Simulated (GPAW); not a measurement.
Runs of GPAW 26.7.0 on Cu. It takes space group Fm-3m (No. 225, cubic). Conventional cell: a = 3.615 Å, b = 3.615 Å, c = 3.615 Å, α = 90.00°, β = 90.00°, γ = 90.00°. Cu (site symmetry m-3m) is surrounded by 12 Cu at 2.56 Å. 

| task | level | potentials or basis | cell | cutoff (eV) | optimizer | fmax | max steps | convergence | band path | grid spacing | gap on the mesh (eV) | pressure (GPa) | relaxed volume (Å³/atom) |
| --- | --- | --- | --- | --- | --- | --- | --- | --- | --- | --- | --- | --- | --- |
| relaxation of cell and atoms | PBE+D4 | GPAW PAW data sets (gpaw-data 1.2.1), pw | relaxed | 600 | BFGS | 0.01 eV/Å | 40 | density=1e-05 forces=0.0001 | - | - | none | 0.1 | 11.50 |
| relaxation of cell and atoms | PBEsol+D3(BJ)+ATM | PAW data sets generated in the run's folder for this functional, pw | relaxed | 600 | BFGS | 0.02 eV/Å | 60 | density=1e-05 forces=0.0001 | - | - | none | 0.0 | 11.08 |
| band structure | rSCAN | GPAW PAW data sets (gpaw-data 1.2.1), pw | as given | 600 | - | - | - | - | GXWKGLUWLK,UX | - | - | (a) | - |
| ts | BLYP+TS | PAW data sets generated in the run's folder for this functional, pw | as given | 600 | - | - | - | - | - | - | none | - | - |

Alike in all rows: no spin polarisation; k mesh 13 × 13 × 13; smearing fermi-dirac 0.05 eV.

Q: Estimate the missing entries.

A: (a) -3.7.

Caveats: pairwise dispersion overbinds metals, which lowers pressure and volume (some runs); later steps reuse the first step's grids (some runs); the PAW data sets were made with another functional, which shifts forces and pressure a little (some runs).

A k mesh can miss the band edges.

A gap of «none» marks a metal or a gap under the smearing width.

Not every run made on this cell is shown here.
